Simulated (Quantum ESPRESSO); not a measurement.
Input of a Quantum ESPRESSO 7.5 run:

run.py

```python
import numpy as np
from ase.calculators.espresso import Espresso, EspressoProfile
from ase.io import read

atoms = read('POSCAR')

input_data = {
    'control': {'calculation': 'scf', 'prefix': 'pwscf', 'outdir': './tmp', 'tprnfor': True, 'tstress': True, 'disk_io': 'nowf'},
    'system': {'ecutwfc': 45.0, 'ecutrho': 360.0, 'nbnd': 13, 'occupations': 'smearing', 'smearing': 'fd', 'degauss': 0.00367493},
    'electrons': {'conv_thr': 4e-10, 'electron_maxstep': 120, 'mixing_beta': 0.5},
}
pseudopotentials = {'Au': 'au_pbesol_v1.uspp.F.UPF', 'Al': 'al_pbesol_v1.uspp.F.UPF'}
profile = EspressoProfile(command='mpirun -n 2 pw.x -nk 2', pseudo_dir='pseudo')
dft = Espresso(profile=profile, input_data=input_data, pseudopotentials=pseudopotentials, kpts=(8, 8, 8), koffset=(0, 0, 0))
atoms.calc = dft

print(f'energy {atoms.get_potential_energy():.8f} eV')
print('forces (eV/A)')
print(np.round(atoms.get_forces(), 6))
print('stress (eV/A^3, Voigt)')
print(np.round(atoms.get_stress(), 8))
print(f'Fermi level {dft.get_fermi_level():.4f} eV')
```

POSCAR

```
AlAu
1.0
    3.2239420000      0.0000000000      0.0000000000
    0.0000000000      3.2239420000      0.0000000000
    0.0000000000      0.0000000000      3.2239420000
Au Al
1 1
Direct
    0.5000000000      0.5000000000      0.5000000000
    0.0000000000      0.0000000000      0.0000000000
```

Potentials or basis: GBRV 1.5 PBEsol.

Run with:

```bash
$ OMP_NUM_THREADS=1 python run.py
```

Task: Predict the pressure.

Result: -5.3 GPa.

Task: What does it give for the band gap on the k mesh?

Result: None (metal or under the smearing width).

The run has no spin-orbit coupling, so splittings on Au are missing.
